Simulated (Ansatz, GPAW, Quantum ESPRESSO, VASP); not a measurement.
**One calculation of W, 6 ways**

```xyz
1
Lattice="-1.5823 1.5823 1.5823 1.5823 -1.5823 1.5823 1.5823 1.5823 -1.5823" Properties=species:S:1:pos:R:3 pbc="T T T"
W     0.0000    0.0000    0.0000
```

Alike in all runs: task band structure; functional LDA; k mesh 12 × 12 × 12; occupations fermi-dirac, width 0.05 eV; no spin polarisation; no spin-orbit coupling. LDA stands for any of its common fits. Pressure is positive in compression and, in plane waves, holds the error of the finite cutoff.

```json
{"program and potentials": "Quantum ESPRESSO, SG15 PBE 1.2", "plane-wave cutoff (eV)": "1020", "notes": "potentials made for PBE; 28 valence electrons an atom on average", "pressure (GPa)": "-17.78"}
{"program and potentials": "Quantum ESPRESSO, PseudoDojo 0.4.1 SR LDA standard", "plane-wave cutoff (eV)": "952", "notes": "14 valence electrons an atom on average", "pressure (GPa)": "-9.78"}
{"program and potentials": "GPAW, the program's PAW data sets (release 1.2.1) made for this functional, other valence", "plane-wave cutoff (eV)": "600", "notes": "6 valence electrons an atom on average", "pressure (GPa)": "-1.07"}
{"program and potentials": "VASP, LDA PAW files W_sv, 520 eV", "plane-wave cutoff (eV)": "520", "notes": "14 valence electrons an atom on average", "pressure (GPa)": "-7.26"}
{"program and potentials": "GPAW, the program's PAW data sets (release 1.2.1) made for this functional", "plane-wave cutoff (eV)": "600", "notes": "14 valence electrons an atom on average", "pressure (GPa)": "-9.86"}
{"program and potentials": "Ansatz, all-electron LAPW, scalar-relativistic", "plane-wave cutoff (eV)": "-", "notes": "-", "pressure (GPa)": "-8.89"}
```

The pressure spans -17.78 (Quantum ESPRESSO, SG15 PBE 1.2) to -1.07 GPa (GPAW, the program's PAW data sets (release 1.2.1) made for this functional, other valence), with all-electron results at -8.89. The pressure on the cell as given of Quantum ESPRESSO, SG15 PBE 1.2; GPAW, the program's PAW data sets (release 1.2.1) made for this functional, other valence lies far from the others; the cause wasn't traced.

The functional is the same throughout but for its coding, so the spread measures potentials, basis and numerics; runs on potential files found faulty are left out.
